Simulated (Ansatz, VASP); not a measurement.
## In3Se: VASP beside Ansatz

```
In Se
1.0
     4.80376    0.00000    0.00000
     0.00000    4.80376    0.00000
     0.00000    0.00000    4.80376
In Se
3 1
Direct
  0.50000 0.50000 0.00000
  0.50000 0.00000 0.50000
  0.00000 0.50000 0.50000
  0.00000 0.00000 0.00000
```

The cell comes from a database or a generator and needn't be the stable form of this composition.

Alike in both runs: task single point; functional PBEsol; k mesh 6 × 6 × 6; occupations fermi-dirac, width 0.05 eV; no spin polarisation.

|  | VASP | Ansatz |
| --- | --- | --- |
| version | VASP 6.6.1 | Ansatz 0.2.0 |
| potentials or method | VASP PAW PBE potentials, release 64 (In_d, Se) | Ansatz PAW |
| plane-wave cutoff (eV) | 520 | 420 |
| valence electrons in the cell | 45 | 55 |

```csv
,VASP,Ansatz,Ansatz less VASP
gap on the k mesh at the Fermi level (eV),none,none,-
pressure (GPa),-3.0,-2.9,+0.03
```

A gap of «none» marks a metal or a gap that the smearing closes. With one functional, cell and mesh, what is left measures potentials, basis and numerics. The two sets of potentials don't hold the same shells in valence.

Caveats: the PAW data sets were made with another functional, which shifts forces and pressure a little (VASP); the PAW data sets come from PBE, with cores solved anew for the run's functional, which leaves a small shift of forces and pressure (Ansatz).
